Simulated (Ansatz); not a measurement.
Runs of Ansatz 0.2.0 on InSe. Symmetry: C2/m, No. 12, monoclinic system. Conventional cell: a = 11.653 Å, b = 4.109 Å, c = 5.073 Å, α = 90.00°, β = 109.86°, γ = 90.00°. In (site symmetry m) has 3 Se at 2.68 to 2.69 Å and 1 In at 2.80 Å as nearest neighbours. Se (site symmetry m) is surrounded by 3 In at 2.68 to 2.69 Å. The cell comes from a database or a generator and needn't be the stable form of this composition.

| task | level | spin | cutoff (eV) | points for each segment of the path | gap on the mesh (eV) | pressure (GPa) | V0 of scaled cells (Å³/atom) | B0 (GPa) | largest force (eV/Å) |
| --- | --- | --- | --- | --- | --- | --- | --- | --- | --- |
| band structure | LDA | off | 420 | 14 | (b) | -2.8 | - | - | (a) |
| equation of state | r2SCAN | off | 500 | - | - | - | 28.50 | 54 | - |
| band structure | r2SCAN | off | 500 | 14 | 1.51 | -0.1 | - | - | 0.02 |
| equation of state | LDA | off | 420 | - | - | - | 27.05 | 58 | - |
| band structure | PBEsol | SOC, no magnetisation | 420 | 14 | 1.05 | -1.2 | - | - | 0.06 |

Alike in all rows: potentials or basis Ansatz PAW; cell as given; k mesh 7 × 7 × 6; smearing fermi-dirac 0.05 eV.

Task: Fill in the values left out.

Result: (a) 0.09; (b) 1.00.

Caveats: the PAW data sets come from PBE, with cores solved anew for the run's functional, which leaves a small shift of forces and pressure (some runs); spin-orbit coupling is left out, which moves the levels of the heavy elements (some runs); the cell was scaled at fixed shape and fractional positions, which overstates the stiffness of a crystal with free parameters, most of all of layers and chains (some runs); the PAW data sets were made with another functional, which shifts forces and pressure a little (some runs).

A k mesh can miss the band edges, and rows without SOC leave out spin-orbit coupling on In, Se.
